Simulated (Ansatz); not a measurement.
## Mg in Ansatz: convergence with cutoff

Input of the first run (cutoff 80 eV); the others differ in this setting and in those tied to it:

File input.yaml:

```yaml
crystal:
  lattice:
    - [-1.83599163, 1.83599163, 1.67940402]
    - [1.83599163, -1.83599163, 1.67940402]
    - [1.83599163, 1.83599163, -1.67940402]
  atoms:
    - { symbol: Mg, position: [0.0, 0.0, 0.0] }
kpoints:
  mp_grid: { grid: [11, 11, 11] }
scf:
  occupations: { method: fermi_dirac, width: 0.05 }
hamiltonian:
  xc: pbesol
  pseudopotentials: { kind: all_electron, lapw: { basis_error: 0.001 } }
output:
  forces: true
  stress: true
  eigenvalues: true
basis:
  ecutwfc: 80
```

Potentials or basis: all-electron LAPW, scalar-relativistic.

Command:

```sh
$ ansatz run input.yaml --threads 1 --pin off --max-ram 3072MiB --backend cpu --events-out ev --progress --plain --runs-dir out
```

This isn't the form of Mg at room conditions, which is hcp.

Hardware: 1 thread of Intel(R) Xeon(R) Processor @ 2.50GHz (Skylake/Cascade Lake) (shared host).

Question: The values tried are 80 eV, 110 eV, 140 eV, 180 eV, 230 eV, 290 eV, 360 eV, 450 eV, 560 eV, loosest first. From which on does the energy stay within 1 meV/atom of the tightest run that finished?

Answer: From 110 eV on.

```tsv
cutoff	energy less the tightest run, at zero smearing (meV/atom)	SCF cycles	CPU time (s)	peak memory (GiB)
80 eV	2.07	5	6.1	0.23
110 eV	0.33	5	7.3	0.24
140 eV	0.04	5	7.9	0.24
180 eV	0.00	5	9.8	0.26
230 eV	-0.01	5	13	0.29
290 eV	-0.01	5	17	0.33
360 eV	-0.01	5	25	0.4
450 eV	0.00	5	32	0.49
560 eV	0.00	5	47	0.66
```

The tightest run that finished is the yardstick and may itself not be fully converged.
